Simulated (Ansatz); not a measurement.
# Ir: the crystal squeezed far

The task here is to estimate one member of a computed series from the others.

Method: DFT, PBE, PAW with Ansatz's default frozen-core files, scalar-relativistic, in Ansatz 0.2.0.

2 further runs of the same task are left out: 2 that didn't finish.

### The starting structure

Symmetry: Im-3m, No. 229, cubic system. The conventional cell has a = 3.073 Å, b = 3.073 Å, c = 3.073 Å, α = 90.00°, β = 90.00°, γ = 90.00°. Ir (site symmetry m-3m) has 8 Ir at 2.66 Å as nearest neighbours.

Structure file:

```
Ir
1.0
    -1.53641    1.53641    1.53641
     1.53641   -1.53641    1.53641
     1.53641    1.53641   -1.53641
Ir
1
Direct
  0.00000 0.00000 0.00000
```

Whether this phase is the stable one at these pressures isn't tested.

The first run:

Contents of input.yaml:

```yaml
crystal:
  lattice:
    - [-1.536405571, 1.536405571, 1.536405571]
    - [1.536405571, -1.536405571, 1.536405571]
    - [1.536405571, 1.536405571, -1.536405571]
  atoms:
    - { symbol: Ir, position: [0.0, 0.0, 0.0] }
kpoints:
  mp_grid: { grid: [17, 17, 17] }
scf:
  occupations: { method: fermi_dirac, width: 0.05 }
hamiltonian:
  xc: pbe
  pseudopotentials: { kind: paw }
output:
  forces: true
  stress: true
relax:
  f_tol: 0.005
  max_steps: 40
  cell: {}
```

The run is started by

```console
ansatz run input.yaml --threads 1 --pin off --max-ram 2048MiB --backend cpu --events-out ev --progress --plain --runs-dir out
```

Among the steps run: Cell relaxed at zero pressure, PAW; Volume scaled by 1, PAW; Volume scaled by 0.88, PAW; Volume scaled by 0.78, PAW; Volume scaled by 0.68, PAW; Volume scaled by 0.58, PAW; Volume scaled by 0.5, PAW; Volume scaled by 0.43, PAW; Volume scaled by 0.43, PAW (cutoff 600 eV).

One table of the session follows, with a row left open; its other results are not shown here.

```
             method  volume over the first  volume (Å³/atom)  pressure (GPa)
                PAW                      1            15.046           -0.02
                PAW                   0.88            13.240           54.11
                PAW                   0.78            11.736          141.06
                PAW                   0.68                 ?               ?
                PAW                   0.58             8.727          618.50
                PAW                    0.5             7.523         1099.57
                PAW                   0.43             6.470         1866.45
PAW (cutoff 600 eV)                   0.43             6.470         1866.11
```

Q: Estimate the row for PAW, 0.68 from the others.

As computed: volume (Å³/atom): 10.231; pressure (GPa): 303.27. In the column «volume (Å³/atom)» it lies between PAW, 0.58 (8.727) and PAW, 0.78 (11.736).
